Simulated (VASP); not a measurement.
Set up this calculation in VASP 6.6.1, as the native input.

```
Task                   : single point
Functional             : PBE
Potentials or basis    : VASP PAW PBE potentials, release 64 (Al, N)
Cutoff                 : 520 eV
k mesh                 : 8 × 8 × 5
Occupations            : fermi-dirac, width 0.05 eV
Spin                   : no spin polarisation
Further INCAR settings : ALGO = Normal; EDIFF = 1e-07
```

The structure of AlN lies in POSCAR:

```
AlN
1.0
    3.1100000000      0.0000000000      0.0000000000
   -1.5550000000      2.6933390058      0.0000000000
    0.0000000000      0.0000000000      4.9800000000
Al N
2 2
Direct
    0.6666666667      0.3333333333      0.0000000000
    0.3333333333      0.6666666667      0.5000000000
    0.6666666667      0.3333333333      0.3820000000
    0.3333333333      0.6666666667      0.8820000000
```

The input as run:

INCAR

```
PREC = Accurate
ENCUT = 520
EDIFF = 1E-7
ISMEAR = -1
SIGMA = 0.05
LREAL = False
LASPH = True
NELM = 60
ALGO = Normal
ISIF = 2
LWAVE = False
LCHARG = False
GGA = PE
```

KPOINTS

```
Automatic mesh
0
Gamma
  8 8 5
```

Potentials or basis: VASP PAW PBE potentials, release 64 (Al, N).

Run with:

```console
$ cat potpaw_PBE.64/Al/POTCAR potpaw_PBE.64/N/POTCAR > POTCAR
$ mpirun -np 1 vasp_std > vasp.out
```

Results of the run:

- Pressure: 3.9 GPa
- Largest force: 0.009 eV/Å
- Band gap on the k mesh: 4.21 eV, direct

Run time: 19 s on 1 thread of Intel(R) Xeon(R) Platinum 8175M CPU @ 2.50GHz (Skylake/Cascade Lake), on a shared host, peak memory 0.15 GiB.
